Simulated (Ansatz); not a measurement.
**Ti3Al5: further runs on the relaxed cell**

One table from this session's results is given with a row withheld; the runs are named, their logs left out.

Method: DFT r2SCAN, scalar-relativistic, plane waves, PAW, in Ansatz 0.2.0.

1 further run of the same task is left out (set aside as unsound or not needed). Runs told in other sessions of the task aren't counted.

**Starting point**

Symmetry: P4/mmm, No. 123, tetragonal system. Conventional cell: a = 3.898 Å, b = 3.898 Å, c = 8.325 Å, α = 90.00°, β = 90.00°, γ = 90.00°. Around Ti (site symmetry 4/mmm) lie 4 Ti at 2.76 Å and 8 Al at 2.84 Å. Ti (site symmetry 4/mmm) has 12 Al at 2.76 to 2.86 Å in its first shell of neighbours. Al (site symmetry 2mm) has 6 Al at 2.76 to 2.86 Å and 6 Ti at 2.84 to 2.86 Å in its first shell of neighbours. Around Al (site symmetry 4/mmm) lie 4 Ti at 2.76 Å and 8 Al at 2.86 Å.

Coordinates:

```
Ti Al
1.0
     3.89829    0.00000    0.00000
     0.00000    3.89829    0.00000
     0.00000    0.00000    8.32493
Ti Al
3 5
Direct
  0.00000 0.00000 0.50000
  0.50000 0.50000 0.00000
  0.50000 0.50000 0.50000
  0.00000 0.50000 0.25133
  0.00000 0.50000 0.74867
  0.50000 0.00000 0.25133
  0.50000 0.00000 0.74867
  0.00000 0.00000 0.00000
```

It goes back to an entry of the Materials Project, which need not be the stable form.

This cell was relaxed beforehand with the same method: volume 15.81 Å³/atom, gap on the mesh none (metal).

Set-up of the first run:

Contents of input.yaml:

```yaml
crystal:
  lattice:
    - [3.858907521, 0.0, 0.0]
    - [0.0, 3.858907521, 0.0]
    - [0.0, 0.0, 8.2408360004]
  atoms:
    - { symbol: Ti, position: [0.0, 0.0, 0.5] }
    - { symbol: Ti, position: [0.5, 0.5, 0.0] }
    - { symbol: Ti, position: [0.5, 0.5, 0.5] }
    - { symbol: Al, position: [0.0, 0.5, 0.2513308186] }
    - { symbol: Al, position: [0.0, 0.5, 0.7486691814] }
    - { symbol: Al, position: [0.5, 0.0, 0.2513308186] }
    - { symbol: Al, position: [0.5, 0.0, 0.7486691814] }
    - { symbol: Al, position: [0.0, 0.0, 0.0] }
basis:
  ecutwfc: 500
kpoints:
  mp_grid: { grid: [10, 10, 4] }
hamiltonian:
  xc: r2scan
scf:
  occupations: { method: gaussian, width: 0.1 }
output:
  forces: true
  stress: true
  eigenvalues: true
relax:
  adjacent_minimum: "off"
  f_tol: 0.01
  max_steps: 30
  cell: { stress_tol: 0.1, fix: [volume] }
```

On the command line:

```
$ ansatz run input.yaml --threads 2 --pin off --max-ram 5120MiB --backend cpu --events-out ev --progress --plain --runs-dir out
```

Among the steps run: Point at V/V0 = 0.97; The cell scaled to 1.03 of its volume; Volume × 0.94; Point at V/V0 = 1.06; Volume × 0.91; Point at V/V0 = 1.10; Point at V/V0 = 0.88.

One table of the session follows, with a row left open; its other results are not shown here.

It belongs to the step «Energy against volume». 

| volume (Å³/atom) | energy above the lowest point (meV/atom) | pressure (GPa) |
| --- | --- | --- |
| 13.916 | 102.4 | 19.23 |
| 14.391 | 54.5 | 13.29 |
| 14.865 | ? | ? |
| 15.339 | 5.4 | 3.79 |
| 15.814 | 0.0 | 0.00 |
| 16.288 | 5.0 | -3.27 |
| 16.763 | 19.0 | -6.08 |
| 17.395 | 49.5 | -9.22 |

Q: Estimate the row for volume (Å³/atom) = 14.865 from the others.

Worked estimate for «energy above the lowest point (meV/atom)». A straight line through the neighbours (14.391, 54.5) and (15.339, 5.4) gives 54.5 + (5.4 − 54.5) × (14.865 − 14.391) / (15.339 − 14.391) = 29.9; a parabola fitted to 4 rows on both sides gives 22.9.

As computed: energy above the lowest point (meV/atom): 22.9; pressure (GPa): 8.19. In «energy above the lowest point (meV/atom)» the line misses by +7.0 and the parabola by 0.0.
